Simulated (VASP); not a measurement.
# BiTe: single point with PBE

Crystal: BiTe.

```
CELL_PARAMETERS angstrom
0.00000 3.23500 3.23500
3.23500 0.00000 3.23500
3.23500 3.23500 0.00000
ATOMIC_POSITIONS crystal
Bi 0.00000 0.00000 0.00000
Te 0.50000 0.50000 0.50000
```

| Item | Value |
| --- | --- |
| Program | VASP 6.6.1 |
| Task | single point |
| Functional | PBE |
| Potentials or basis | VASP PAW PBE potentials, release 64 (Bi_d, Te) |
| Cutoff | 520 eV |
| k mesh | 11 × 11 × 11 |
| Occupations | gaussian, width 0.02 eV |
| Spin | no spin polarisation |

```
Pressure               : 0.6 GPa
Band gap on the k mesh : none (metal or under the smearing width)
```

Levels at points of the mesh, in eV from the Fermi level:
```csv
k point,band 6,band 7,band 8,band 9,band 10,band 11,band 12,band 13,band 14,band 15
"(0.00, 0.00, 0.00)",-13.51,-8.11,-2.53,-2.53,-2.53,2.17,2.17,2.17,4.68,4.68
```

Run time: 50 s on 1 thread of AMD EPYC 9R45 (Zen 5) (shared host), peak memory 0.21 GiB.

Caveat: spin-orbit coupling is left out, which moves the levels of the heavy elements.
